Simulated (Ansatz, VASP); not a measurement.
**Two plane-wave programs on BaO**

```xyz
2
Lattice="0.0000 2.7500 2.7500 2.7500 0.0000 2.7500 2.7500 2.7500 0.0000" Properties=species:S:1:pos:R:3 pbc="T T T"
Ba    0.0000    0.0000    0.0000
O     2.7500    2.7500    2.7500
```

Alike in both runs: task single point; functional PBE; k mesh 8 × 8 × 8; occupations fermi-dirac, width 0.05 eV; no spin polarisation.

|  | VASP | Ansatz |
| --- | --- | --- |
| version | VASP 6.6.1 | Ansatz 0.2.0 |
| potentials or method | VASP PAW PBE potentials, release 64 (Ba_sv, O) | Ansatz PAW |
| plane-wave cutoff (eV) | 520 | 420 |
| valence electrons in the cell | 16 | 16 |

Ansatz gave:

| Item | Value |
| --- | --- |
| gap on the k mesh at the Fermi level (eV) | 1.97 |
| least direct gap on the mesh (eV) | 1.97 |
| pressure (GPa) | 3.0 |

Estimate VASP's values.

gap on the k mesh at the Fermi level (eV): 1.90; least direct gap on the mesh (eV): 1.90; pressure (GPa): 4.9.

Caveats: spin-orbit coupling is left out, which moves the levels of the heavy elements. As with any semilocal functional, this PBE gap is likely too small. A k mesh can miss the band edges.
